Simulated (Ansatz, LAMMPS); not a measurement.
# Amorphous Al2O3 (175 atoms): support functions against a reference, part 2 of 2

Wanted: errors and times of a linear-scaling basis for amorphous Al2O3 (175 atoms). A setting counts as converged where the r.m.s. difference of forces stays under 1 % of the r.m.s. force.

Ansatz 0.2.0; Kohn-Sham DFT, PBE, PAW (set soft_2), plane waves.

The cell: 70 Al and 105 O. The quench rate of 50 K/ps is orders of magnitude faster than experiment. The network of bonds at the start is that of the classical potential that made the cell. Sampling is at Γ alone, for a cell whose shortest periodic width is 12 Å.

So far. Step 5 (Support functions medium): Forces differ from the reference by 0.84 meV/Å r.m.s., 0.079 % of their size, well within a tolerance of 1 %; the energy by -4.4 meV/atom. It took roughly 3.8 times the reference's time (one timing each, with unlike analyses asked), in 13 cycles against 9. Step 7 (Support functions medium, radius 3.33 Å): Forces differ from the reference by 0.88 meV/Å r.m.s., 0.082 % of their size, well within a tolerance of 1 %; the energy by -4.4 meV/atom.

**10. What the reference run shows (continued)**

Electrostatic potential energy in the bc plane at fractional x = 0.241, with atoms of Al and O within 0.2 Å of it. With pseudopotentials it is smooth inside the atoms' cores, unlike the true potential.

Ten even steps from '0' (-32 eV) to '9' (12 eV), each cell a mean:
```
0049988534776564478766789999999983
4589997100565557999999999999999876
5689998413776678999999999999998655
6589988778998437999999999999997557
5689987778996001899999998889977655
8899988889998314899999976567400477
9999987668998755689999855655400599
9999986227997556568899855656877899
9999988668997555562027876668999999
8999999999987777871017998547999986
1799999999830169997568888536999720
1799999999820069999987788889999820
5678999999986689999988888999999975
6656889999998778999998423899999875
6656558999998887669997100699999875
5567767777899994005776435999996336
8889875555799997336555579999994117
9999865775799999997555579999998779
8874465556899999998766789999999877
5620058887788888999886799999998655
6553489984257778998877899999997577
5788877887577788887555689999998655
7898765689998862255576579999999877
1168866789988840026565579999999995
```
Columns run along b (12.2 Å; values clipped at the 3rd and 97th percentile), rows up along c (12.2 Å). Atoms in or near the plane, at fractional coordinates: Al at (0.22, 0.27), Al at (0.02, 0.41), Al at (0.60, 0.04), Al at (0.97, 0.14), O at (0.02, 0.98), O at (0.87, 0.74), O at (0.57, 0.61), O at (0.25, 0.92), O at (0.37, 0.53), O at (0.69, 0.39), O at (0.47, 0.02), O at (0.41, 0.80), O at (0.98, 0.54).

Mean Löwdin charges: Al +1.37, O -0.85 e (they miss 0.85 % of the electrons, so they add up to more than the cell's charge).

**11. Distances and neighbours**

These statistics describe the geometry on which the runs were made.

Density 3.28 g/cm³, 10.32 Å³ an atom.

g(r), total and by pair (bins of 0.2 Å):

```tsv
r (Å)	total	O-O	O-Al	Al-Al
1.60	0.91	0.00	1.90	0.00
1.80	2.99	0.00	6.22	0.00
2.00	0.48	0.00	1.01	0.00
2.20	0.13	0.00	0.28	0.00
2.40	0.21	0.35	0.17	0.00
2.60	1.08	2.50	0.21	0.52
2.80	1.54	3.06	0.25	2.02
3.00	1.52	2.22	0.55	2.82
3.20	1.06	1.03	0.76	2.04
3.40	0.87	0.43	1.09	1.18
3.60	0.89	0.45	1.33	0.59
3.80	0.81	0.45	1.17	0.53
4.00	0.91	0.51	1.34	0.51
4.20	1.18	0.68	1.63	0.94
4.40	1.10	0.78	1.45	0.76
4.60	1.01	1.12	0.94	0.94
4.80	0.94	1.32	0.67	0.89
5.00	0.92	1.27	0.52	1.35
5.20	1.05	1.56	0.67	1.03
5.40	1.02	1.31	0.80	1.08
5.60	1.02	1.10	0.87	1.27
5.80	1.02	0.87	1.08	1.16
6.00	0.99	0.68	1.21	1.03
```

Bonds by pair of elements; cutoffs follow the first minimum of g(r), held within bounds set by covalent radii, and pairs that aren't listed don't count as bonded:

```tsv
pair A-B	cutoff (Å)	bonds	mean length (Å)	spread (Å)	shortest (Å)	B about A	A about B
O-Al	2.23	301	1.79	0.108	1.60	2.87	4.3
```

How many atoms have how many bonded neighbours:

```tsv
element	mean	2	3	4	5	6
Al	4.3	0	0	51	17	2
O	2.87	16	87	2	0	0
```

Oxygen atoms by the number of network formers (Si, P, Ge, B, Al, As, Ga) bound to them:

```tsv
network formers bound to O	O atoms	per cent
0	0	0
1	0	0
2	16	15.2
3	87	82.9
4	2	1.9
```

Network units: each former by its oxygen neighbours and how many of them bridge to another former:

```tsv
former	O neighbours	bridging O	atoms
Al	4	4	51
Al	5	5	17
Al	6	6	2
```

Rings of the network by King's shortest-path rule, up to 12 atoms, one path for each pair of neighbours; H, halogens, alkali and alkaline-earth atoms are left out:

```tsv
ring size (atoms)	rings	per network atom
4	26	0.149
6	61	0.349
8	144	0.823
10	44	0.251
12	7	0.04
```

Among the first-shell peaks of g(r) are those at about 2.8 Å (O-O), 1.8 Å (O-Al) and 3.0 Å (Al-Al). By these cutoffs 73 % of Al atoms have 4 and 83 % of O atoms have 3 bonded neighbours. 15 % of the oxygens bridge two formers and 0 % are non-bridging; 83 % join three; 2 % join four. The commonest Al unit has 4 oxygens, 4 of them shared with other formers (51 of 70 atoms). Rings of 8 atoms are the most common (51 % of those counted); sizes run from 4 to 12, where the search stops.

A closer look about O77, which has 2 bonded neighbours where the commonest count for O is 3: 8 atoms, nearest first, numbered in the order of the input, with positions taken from that point.

```tsv
atom	x	y	z	distance (Å)	bonds	Löwdin charge (e)	Fx	Fy	Fz (eV/Å)
O77	0.00	0.00	0.00	0.00	2	-0.87	0.22	-0.29	-0.55
Al33	-0.52	1.47	-0.70	1.71	5	1.32	0.43	0.16	0.26
Al17	0.48	-1.18	1.17	1.73	4	1.34	-1.67	1.61	0.86
O171	1.65	0.64	1.90	2.60	3	-0.83	1.44	-1.50	0.21
O159	1.22	2.36	-0.53	2.71	3	-0.83	-0.58	-0.28	0.01
Al7	2.33	1.34	0.46	2.73	4	1.37	-1.76	1.32	-1.91
O98	-0.13	-2.70	0.49	2.75	3	-0.83	1.52	-0.83	-0.15
O86	-1.24	2.58	0.53	2.91	3	-0.85	0.28	-1.71	-0.13
```

**12. Summary of results**

```json
{
  "free energy per atom": "-556.7279 eV/atom",
  "pressure": "15.14 GPa",
  "r.m.s. force component": "1.063 eV/Å",
  "gap (highest filled to lowest empty level)": "3.676 eV",
  "wall time of the 4 DFT runs": "11 min"
}
```

Against plane waves at 420 eV, the forces differ by 0.84 meV/Å (0.079 %) with support functions medium. At 175 atoms the fastest of the runs at a preset level, support functions low, takes roughly 3.1 times the time of plane waves (whose run also made extra analyses), in 12 SCF cycles against 9. Differences between support functions and plane waves include what basis error the plane-wave run still has. The force difference hardly changes among these support-function runs, which points to the basis of the plane-wave reference as its main source.

The highest filled and lowest empty levels differ by 3.68 eV (at Γ alone); a semilocal functional tends to put such gaps too low. In a disordered cell it changes from sample to sample, and tail or defect levels can set it. Counting bonds as in the table, 73 % of Al atoms have 4 and 83 % of O atoms have 3 bonded neighbours. 15 % of the oxygens bridge two formers and 0 % are non-bridging; 83 % join three; 2 % join four.

**Limits.** The force components of 1.1 eV/Å r.m.s. hold both thermal displacement and the mismatch between the potential that made the cell and DFT. The classical run held zero pressure, yet DFT finds 15 GPa in this frame, which points to a density or bond lengths far off those of this functional.

Against the measurements quoted at the start:

```tsv
quantity	measured	this cell	difference	method of the measurement
density	3.05 g/cm³	3.28 g/cm³	+7.6 %	mass density measurement
number of O about Al	4.73	4.3	-9.1 %	27Al MAS NMR
```

The cell differs from the measured neighbour counts by up to 9.1 % and density by up to 7.6 %. The density was fixed when the cell was made, not found by DFT. The network comes from the model that made the cell; DFT did not move the atoms, so distances and counts test that model. Our coordination numbers hang on a cutoff, and experiments count neighbours in their own ways.

[Long decimals in the printed logs are rounded to 6 places.]

[Logs are printed without paths, hosts, clocks, repeated set-up lines and the standing remarks that a program may print on its own settings, such as how far it seeks lower states.]

[Hosts, paths, dates, database ids (printed as entryN), source tags and the programs' standing remarks are cut or masked in the printed files.]
